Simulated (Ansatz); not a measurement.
# CoSi (P2_13) in Ansatz: relaxation of cell and atoms with BLYP+D3(BJ)

Aim: the relaxation of cell and atoms of CoSi with BLYP+D3(BJ).

Everything below comes from runs of Ansatz 0.2.0. Logs are shortened: lines on timing, memory, paths and dates and some standing lists are left out, and cuts for length are marked.

## (1) Starting point

It takes space group P2_13 (No. 198, cubic). Conventional cell: a = 4.438 Å, b = 4.438 Å, c = 4.438 Å, α = 90.00°, β = 90.00°, γ = 90.00°. Around Co (site symmetry 3) lie 7 Si at 2.28 to 2.47 Å. Si (site symmetry 3) is surrounded by 7 Co at 2.28 to 2.47 Å.

## (2) Relaxation of cell and atoms, BLYP+D3(BJ), collinear spin, ferromagnetic start

File input.yaml:

```yaml
crystal:
  lattice:
    - [4.438, 0.0, 0.0]
    - [0.0, 4.438, 0.0]
    - [0.0, 0.0, 4.438]
  atoms:
    - { symbol: Co, position: [0.86, 0.64, 0.36], spin: 2.0 }
    - { symbol: Co, position: [0.64, 0.36, 0.86], spin: 2.0 }
    - { symbol: Co, position: [0.36, 0.86, 0.64], spin: 2.0 }
    - { symbol: Co, position: [0.14, 0.14, 0.14], spin: 2.0 }
    - { symbol: Si, position: [0.157, 0.343, 0.657] }
    - { symbol: Si, position: [0.343, 0.657, 0.157] }
    - { symbol: Si, position: [0.657, 0.157, 0.343] }
    - { symbol: Si, position: [0.843, 0.843, 0.843] }
hamiltonian:
  xc: blyp
  pseudopotentials: { kind: paw }
  dispersion: d3bj
magnetization:
  spin_polarized: true
kpoints:
  mp_grid: { grid: [5, 5, 5] }
scf:
  occupations: { method: fermi_dirac, width: 0.05 }
output:
  forces: true
  stress: true
  eigenvalues: true
relax:
  f_tol: 0.01
  max_steps: 40
  cell: { stress_tol: 0.05 }
```

Potentials or basis: Ansatz PAW.

The run is started by

```sh
ansatz run input.yaml --threads 4 --pin off --max-ram 11264MiB --backend cpu --events-out ev --progress --plain --runs-dir out
```

Standard output:

```text
Warning: RAYON_NUM_THREADS=4 ignored (pool sized by the plan → 4); use --threads N
Engine: ansatz 0.2.0, aarch64-unknown-linux-gnu
Pseudopotentials: kind: paw
Pseudopotential: Co, paw, valence charge 17, recommended cutoff 420 eV (normal), Co.paw.azcp
Pseudopotential: Si, paw, valence charge 4, recommended cutoff 420 eV (normal), Si.paw.azcp
Functional definition: BLYP
  parameter beta = 0.0042
  parameter a = 0.04918
  parameter b = 0.132
  parameter c = 0.2533
  parameter d = 0.349
  exchange = b88_x(beta = beta)
  correlation = lyp_c(a = a, b = b, c = c, d = d)
Crystal: 8 atoms, lattice volume = 87.410 Å³
Basis set: ecut = 420 eV, 1743 PW (Γ), exchange–correlation on 60×60×60 points (8 copies of the dense FFT grid, shifted against one another)
Bands: 56, of which v1, the nominal top of the filled ones, is band 42 counted from 1 (41 counted from 0)
Symmetry: 12 space group operations
Space group: P213 (ITA 198), of the structure as read, at distance tolerance 4.4e-5 Å
Magnetic group: BNS 198.9 (UNI 1511), of the structure as read, at distance tolerance 4.4e-5 Å
k-points: 11 of 125 (time reversal used)
Non-local potential: Co, projectors of the file, l = 0: 3, l = 1: 2, l = 2: 3, l = 3: 1
Non-local potential: Si, projectors of the file, l = 0: 2, l = 1: 2, l = 2: 2
PAW form: soft (Blöchl's): semilocal exchange-correlation on the pseudo side does not see the compensation charge
PAW frozen core: Co, regenerated for the run's functional, and the local potential with it (the file was generated under x = pbe(κ = 0.804, μ = 0.2195149727645171), c = pbe(β = 0.06672455060314922))
PAW frozen core: Si, regenerated for the run's functional, and the local potential with it (the file was generated under x = pbe(κ = 0.804, μ = 0.2195149727645171), c = pbe(β = 0.06672455060314922))
PAW one-centre angular grid: Co, 590 points (default); XC on 64 Gauss nodes
PAW one-centre angular grid: Si, 110 points (default); XC on 64 Gauss nodes
Initial density: superposition of atomic densities (chi_scale 0.1, normalization cell)
Starting moments: Σ|m| = 8 μB on 4 of 8 sites
Initial wavefunctions: pseudopotential atomic-orbital guess
Functional: x = b88, c = lyp
SCF iter   1: F=—  HF=-23096.303691 eV  |F-HF|=—  |Δ(HF+E_count)|=         —  Δρ=8.38e-2 (↑8.38e-2 ↓3.52e-2)  dr2=3.32e0  dr2_m=1.96e0  M=4.369 μB ∫|m|=6.075 μB  β_m=0.30  ethr=3.10e-3  ⟨swp⟩=6.7  Hψ=4786  notcnv=0  defer=2
Mixer restart at iter 1: flushing history
preconditioner: auto → Kerker (q_TF=auto, 2.710 Å⁻¹)  [metal: Δε(μ)=0.035 eV  Ē_g=8.060 eV  σ=0.050 eV  W_gap=0.17  n_scr=26 (ndim 8)  ℏωp=28.6 eV  f_vac=0.000  D(μ)=4.97/eV (n_scr^D=56)]
spin=Collinear: Kerker preconditioning applied to the charge; magnetization (m = ρ↑ − ρ↓) channel mixes plain (no charge-response kernel on spin).
SCF iter   2: F=—  HF=-23096.578650 eV  |F-HF|=—  |Δ(HF+E_count)|=   2.75e-1  Δρ=5.67e-2 (↑4.17e-2 ↓5.67e-2)  dr2=8.48e-1  dr2_m=1.77e0  M=3.932 μB ∫|m|=5.530 μB  β_m=0.46  ethr=3.10e-3  ⟨swp⟩=2.7  Hψ=2029  notcnv=0  defer=95
preconditioner: auto → Resta (q_TF=auto, 2.710 Å⁻¹)  ε∞=13.7  [insulator: Δε(μ)=0.224 eV  Ē_g=8.033 eV  σ=0.050 eV  W_gap=0.80  n_scr=26 (ndim 8)  ℏωp=28.6 eV  f_vac=0.000  D(μ)=1.45/eV (n_scr^D=6)  ε∞_Penn≈13.7]
spin=Collinear: Resta preconditioning applied to the charge; magnetization (m = ρ↑ − ρ↓) channel mixes plain (no charge-response kernel on spin).
SCF iter   3: F=—  HF=-23100.941331 eV  |F-HF|=—  |Δ(HF+E_count)|=    4.36e0  Δρ=5.85e-2 (↑3.14e-2 ↓5.85e-2)  dr2=1.29e0  dr2_m=1.52e0  M=3.425 μB ∫|m|=4.789 μB  β_m=0.21  ethr=1.01e-3  ⟨swp⟩=2.0  Hψ=1780  notcnv=0  defer=95
SCF iter   4: F=—  HF=-23102.944453 eV  |F-HF|=—  |Δ(HF+E_count)|=    2.00e0  Δρ=4.43e-2 (↑3.76e-2 ↓4.43e-2)  dr2=5.04e-1  dr2_m=1.28e0  M=2.982 μB ∫|m|=4.240 μB  β_m=0.12  ethr=1.01e-3  ⟨swp⟩=2.3  Hψ=1951  notcnv=0  defer=101
SCF iter   5: F=—  HF=-23103.872610 eV  |F-HF|=—  |Δ(HF+E_count)|=   9.28e-1  Δρ=4.14e-2 (↑4.14e-2 ↓2.26e-2)  dr2=3.35e-1  dr2_m=7.49e-1  M=2.679 μB ∫|m|=3.732 μB  β_m=0.61  ethr=6.01e-4  ⟨swp⟩=2.4  Hψ=1849  notcnv=0  defer=98
SCF iter   6: F=—  HF=-23105.768322 eV  |F-HF|=—  |Δ(HF+E_count)|=    1.90e0  Δρ=2.43e-2 (↑2.43e-2 ↓1.35e-2)  dr2=1.21e-1  dr2_m=2.68e-1  M=0.533 μB ∫|m|=1.111 μB  β_m=0.81  ethr=3.99e-4  ⟨swp⟩=3.0  Hψ=2365  notcnv=0  defer=94
SCF iter   7: F=—  HF=-23105.939818 eV  |F-HF|=—  |Δ(HF+E_count)|=         —  Δρ=2.58e-2 (↑4.99e-3 ↓2.58e-2)  dr2=6.10e-1  dr2_m=1.39e-1  M=-0.020 μB ∫|m|=0.058 μB  β_m=0.81  ethr=1.45e-4  ⟨swp⟩=2.9  Hψ=2324  notcnv=0  defer=106
Mixer restart at iter 7: flushing history
SCF iter   8: F=—  HF=-23106.151907 eV  |F-HF|=—  |Δ(HF+E_count)|=   2.12e-1  Δρ=2.44e-2 (↑2.44e-2 ↓1.80e-2)  dr2=7.17e-1  dr2_m=9.17e-3  M=-0.007 μB ∫|m|=0.023 μB  β_m=0.64  ethr=1.45e-4  ⟨swp⟩=3.0  Hψ=2721  notcnv=0  defer=106
SCF iter   9: F=—  HF=-23105.976664 eV  |F-HF|=—  |Δ(HF+E_count)|=   1.75e-1  Δρ=8.37e-3 (↑2.45e-3 ↓8.37e-3)  dr2=9.67e-2  dr2_m=8.61e-3  M=-0.006 μB ∫|m|=0.021 μB  β_m=0.64  ethr=1.45e-4  ⟨swp⟩=3.0  Hψ=2712  notcnv=0  defer=111
[... 114 lines left out ...]
SCF iter   5: F=-23106.076508 eV  HF=-23106.076508 eV  |F-HF|=3.64e-12  |Δ(HF+E_count)|=  2.18e-11  Δρ=3.04e-8 (↑2.98e-8 ↓3.04e-8)  dr2=3.72e-12  dr2_m=7.34e-16  M=0.000 μB ∫|m|=0.000 μB  ethr=1.00e-12  ⟨swp⟩=2.5  Hψ=3582  notcnv=0
the starting moments were not kept: the SCF closed with an absolute magnetisation of 1.4e-8 μB, where they sum to 8 μB in size (4 sites). That is at most 0.1 of that sum. Measured as dr2_m measures the in/out step, that magnetisation stands 7.6e-17 eV from none, at or under the dr2_threshold of 8.0e-11 eV: it is no larger than a step whose dr2_m would equal this threshold.
SCF 8 converged in 5 iterations: F = -23106.076508 eV  dr2 = 3.72e-12
relax step   8: F+E_penalty+E_count = -23106.07650771 eV  Δ(F+E_penalty+E_count) = -2.688e-9 eV  max|allowed force component| = 1.429e-4 eV/Å  Δτ_max = 0.0000 Å  P = +0.001 GPa  Ω = 83.821 Å³  stress off target by 9.83e-4 GPa  SCF on the basis re-selected at this cell (its energy is not comparable with the rows above)  (5 SCF iters)
basis re-selected at this cell: Δ(F+E_penalty+E_count) = -2.688e-9 eV, ΔP = -0.001 GPa vs the last step (what re-selecting the basis moved, of the pressure what is left beyond the Pulay correction that the steps carried, after the strain that the cell walked since its last selection, with what the two solves' SCF thresholds leave and, on support functions, any second-order correction that the steps lacked; it is no measure of the basis error at this ecutwfc). This SCF's stress stands 9.83e-4 GPa from its target on what of the cell is left free (relax.cell.stress_tol is 5.00e-2 GPa) and its largest allowed force component is 1.43e-4 eV/Å (relax.f_tol is 1.00e-2 eV/Å): within both
SCF converged after 5 iterations
Magnetization: 0.0000 μB (42.0000 up, 42.0000 down)
Absolute magnetization: 0.0000 μB (∫|ρ↑−ρ↓|, with the PAW one-centre terms)
Spin contamination: 0.0000 ħ² per cell (⟨S²⟩ above its minimum at these occupations)
Per-site moments (μB) at R_I (Å): [(1.952923192954201e-9, 0.9462176119777543), (1.952923313229316e-9, 0.9462176119777543), (1.9529232067666618e-9, 0.9462176119777543), (1.952923115955333e-9, 0.9462176119777549), (-4.33645332243258e-10, 0.9462176119777543), (-4.336453023206311e-10, 0.9462176119777543), (-4.3364540105445467e-10, 0.9462176119777543), (-4.336450011163932e-10, 0.9462176119777549)]
Free energy (F): -23106.076508 eV
Harris-Foulkes:  -23106.076508 eV  (|F-HF|=3.64e-12)
Internal energy: -23106.061515 eV  (E = F + TS)
E sigma→0 (E₀):  -23106.069011 eV
Entropy (-TS):   -0.014993 eV (-1.874 meV/atom)
Fermi energy:    17.920092 eV
--- Per-component energies (eV) ---
  E_band       = -847.715446
  E_kinetic    = 2023.280741
  E_local      = -14044.267766  (includes V_loc(G=0)·N_el)
  E_nonlocal   = 1926.929113
  E_hartree    = 6122.126999
  E_xc         = -859.964258
  E_vxc        = -1010.545276  (∫ρ·V_xc dr)
  E_paw        = -8185.593468  (= ΣΔE_a)
  E_vpaw       = -1987.366190  (= ΣTr[D̂ρ^β])
  E_aug_tail   = 0.000214  (compensation charges beyond the density's cutoff)
  E_ewald      = -10079.446410
  E_disp       = -9.212832  (pairwise vdW)
  E_core_change = 0.086152  (= ΣΔE_core)
  E_smearing   = -0.014993  (= −TS)
  E_closure    = -0.000000  (closes the sum)
  Σ components = -23106.076508   (vs F -23106.076508, Δ=0.00e0)
--- Forces (eV/Å), atoms counted from 1 ---
  atom   1  Co     0.00014289    -0.00014289     0.00014289
  atom   2  Co    -0.00014289     0.00014289     0.00014289
  atom   3  Co     0.00014289     0.00014289    -0.00014289
  atom   4  Co    -0.00014289    -0.00014289    -0.00014289
  atom   5  Si     0.00012256    -0.00012256     0.00012256
  atom   6  Si    -0.00012256     0.00012256     0.00012256
  atom   7  Si     0.00012256     0.00012256    -0.00012256
  atom   8  Si    -0.00012256    -0.00012256    -0.00012256
  max |Σ_I F_I| component: 1.43e-16 eV/Å
--- Stress (GPa, compression-positive) ---
        0.000983      -0.000000      -0.000000
       -0.000000       0.000983       0.000000
       -0.000000       0.000000       0.000983
  P = ⅓ Tr σ = 0.0010 GPa (0.010 kbar)
--- Band table (eV; the first three rows and the last of 22) ---
  k-point 0 ↑: bands = ["-76.7838", "-76.7698", "-76.7698", "-76.7698", "-40.2718", "-40.2718", "-40.2718", "-40.2238", "-40.2023", "-40.2023", "-40.2023", "-40.1600", "-40.1600", "-40.1420", "-40.1420", "-40.1420", "3.9748", "9.5546", "9.5546", "9.5546", "12.3117", "12.3117", "12.3117", "13.9862", "13.9862", "13.9862", "14.6402", "14.7028", "14.7028", "15.0702", "15.0702", "15.0702", "15.5218", "15.5218", "15.5218", "16.9203", "16.9203", "16.9203", "17.0464", "17.0464", "17.8901", "17.8901", "17.8901", "20.5384", "20.5384", "20.5384", "20.9368", "20.9368", "21.6345", "21.6345", "21.6345", "22.9453", "24.1864", "24.1864", "24.1864", "26.4291"]
  k-point 1 ↑: bands = ["-76.7828", "-76.7726", "-76.7695", "-76.7684", "-40.2779", "-40.2734", "-40.2615", "-40.2272", "-40.2122", "-40.2061", "-40.1878", "-40.1590", "-40.1560", "-40.1452", "-40.1449", "-40.1411", "4.2801", "8.1845", "9.7413", "10.4036", "11.7263", "12.4719", "12.9708", "13.3218", "13.4886", "14.3689", "14.7611", "14.7858", "14.9990", "15.0525", "15.0860", "15.0873", "15.4555", "15.4603", "15.8337", "16.6199", "16.7555", "16.9736", "17.0635", "17.1807", "17.6112", "17.7666", "18.5091", "19.7896", "19.8820", "20.1131", "20.4104", "21.4136", "21.9761", "21.9893", "22.5586", "23.2814", "23.7700", "24.9677", "25.0099", "25.3616"]
  k-point 2 ↑: bands = ["-76.7800", "-76.7763", "-76.7688", "-76.7682", "-40.2792", "-40.2768", "-40.2490", "-40.2366", "-40.2154", "-40.2124", "-40.1720", "-40.1599", "-40.1508", "-40.1487", "-40.1487", "-40.1432", "5.1698", "6.5503", "10.2536", "10.7950", "11.6928", "12.3786", "12.6467", "12.9588", "14.0175", "14.0298", "14.6222", "14.8727", "14.9993", "15.0055", "15.1257", "15.1752", "15.5019", "15.7680", "15.9032", "16.2315", "16.7331", "16.8335", "17.1479", "17.1932", "17.4328", "17.4740", "18.8546", "19.1919", "19.4890", "19.5781", "21.6305", "22.0164", "22.3114", "22.4453", "22.8919", "23.5123", "23.6888", "23.9967", "24.1796", "25.8580"]
  k-point 10 ↓: bands = ["-76.7755", "-76.7747", "-76.7717", "-76.7712", "-40.2702", "-40.2680", "-40.2602", "-40.2571", "-40.2029", "-40.1993", "-40.1872", "-40.1830", "-40.1454", "-40.1436", "-40.1391", "-40.1379", "7.2655", "7.8947", "8.5099", "9.0181", "10.3829", "10.8639", "11.6817", "12.1057", "14.3719", "14.5561", "14.5972", "14.8244", "14.8607", "15.0785", "15.1320", "15.1510", "16.1282", "16.3453", "16.3616", "16.4466", "16.5054", "16.5962", "16.6249", "16.7172", "17.4970", "17.5786", "17.9572", "18.1067", "21.7084", "22.5260", "22.6360", "23.3215", "23.3363", "23.7809", "24.2208", "24.5255", "24.5799", "25.1596", "26.1716", "26.3282"]
--- Relaxed structure (6 steps of the walk, 6 accepted, 2 SCFs on fresh bases) ---
  F+E_penalty+E_count = -23106.07650771 eV   max|allowed force component| = 1.429e-4 eV/Å   (the final SCF, on the basis selected at the relaxed cell)
  cell:  # Å, volume = 83.8207 Å³
    - [4.3764003328773855, 1.925929944387236e-34, -1.0271626370065259e-33]
    - [1.3481509610710651e-33, 4.3764003328773855, -1.2839532962581572e-34]
    - [-1.5407439555097887e-33, -1.2839532962581572e-34, 4.3764003328773855]
  atoms:
    - { symbol: Co, position: [0.8543871214305383, 0.6456128785694618, 0.35438712143053813] }
    - { symbol: Co, position: [0.6456128785694618, 0.35438712143053813, 0.8543871214305383] }
    - { symbol: Co, position: [0.35438712143053813, 0.8543871214305383, 0.6456128785694618] }
    - { symbol: Co, position: [0.1456128785694619, 0.1456128785694619, 0.1456128785694619] }
    - { symbol: Si, position: [0.15700139215244016, 0.3429986078475599, 0.6570013921524402] }
    - { symbol: Si, position: [0.3429986078475599, 0.6570013921524402, 0.15700139215244016] }
    - { symbol: Si, position: [0.6570013921524402, 0.15700139215244016, 0.3429986078475599] }
    - { symbol: Si, position: [0.8429986078475598, 0.8429986078475598, 0.8429986078475598] }
```

It took 34 s on 4 threads of Arm Neoverse V1, shared host; peak memory 0.46 GiB.

Results:

| Property | Result |
| --- | --- |
| Free energy | -23106.0765 eV |
| Relaxed volume | 10.48 Å³/atom |
| Relaxed cell | a = 4.376 Å, b = 4.376 Å, c = 4.376 Å, α = 90.00°, β = 90.00°, γ = 90.00° |
| Space group after relaxing (to 0.05 Å) | P2_13 (No. 198) |
| Energy gained by relaxing | 13.7 meV/atom |
| Ionic steps | 8 |
| Pressure after relaxing | 0.0 GPa |
| Band gap on the k mesh | none (metal or under the smearing width) |
| Net moment | 0.00 μB per cell |
| Absolute moment | 0.00 μB per cell |

The path:
```
step  energy change (eV)  largest force (eV/Å)  volume (Å³)
   1              0.0000                0.1506        87.41
   2             -0.0760                0.1754        85.58
   3             -0.1086                0.1035        83.66
   4             -0.1115                0.0360        83.72
   5             -0.1119                0.0058        83.84
   6             -0.1099                0.0058        83.84
   7             -0.1099                0.0003        83.82
   8             -0.1099                0.0002        83.82
```

Final structure:
```
Co Si
1.0
     4.37640    0.00000    0.00000
     0.00000    4.37640    0.00000
     0.00000    0.00000    4.37640
Co Si
4 4
Cartesian
  3.7391 2.8255 1.5509
  2.8255 1.5509 3.7391
  1.5509 3.7391 2.8255
  0.6373 0.6373 0.6373
  0.6871 1.5011 2.8753
  1.5011 2.8753 0.6871
  2.8753 0.6871 1.5011
  3.6893 3.6893 3.6893
```

Caveat: the starting moments collapsed, and a magnetic state may lie lower; the plane-wave basis is chosen anew once the cell has moved, so the energies of steps on either side of that aren't comparable; pairwise dispersion overbinds metals, which lowers pressure and volume; the PAW data sets come from PBE, with cores solved anew for the run's functional, which leaves a small shift of forces and pressure; the starting moments weren't kept.
